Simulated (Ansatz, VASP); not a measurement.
# Si in VASP and in Ansatz

```
Si
1.0
     6.35977    0.00000    0.00000
     0.00000    6.35977    0.00000
     0.00000    0.00000    2.54322
Si
6
Direct
  0.50000 0.50000 0.00000
  0.00000 0.00000 0.00000
  0.86630 0.63370 0.00000
  0.13370 0.36630 0.00000
  0.63370 0.13370 0.00000
  0.36630 0.86630 0.00000
```

Alike in both runs: functional PBE; k mesh 6 × 6 × 14; occupations gaussian, width 0.1 eV; no spin polarisation.

Ansatz relaxed the structure, and its values are those at the end. VASP's run is a single point on that final structure, the one shown.

|  | VASP | Ansatz |
| --- | --- | --- |
| version | VASP 6.6.1 | Ansatz 0.2.0 |
| potentials or method | VASP PAW PBE potentials, release 64 (Si) | scalar-relativistic, plane waves, PAW |
| plane-wave cutoff (eV) | 520 | 420 |
| valence electrons in the cell | 24 | 24 |

```tsv
	VASP	Ansatz	Ansatz less VASP
gap on the k mesh at the Fermi level (eV)	none	none	-
pressure (GPa)	-0.1	0.0	+0.05
```

A gap of «none» marks a metal or a gap that the smearing closes.
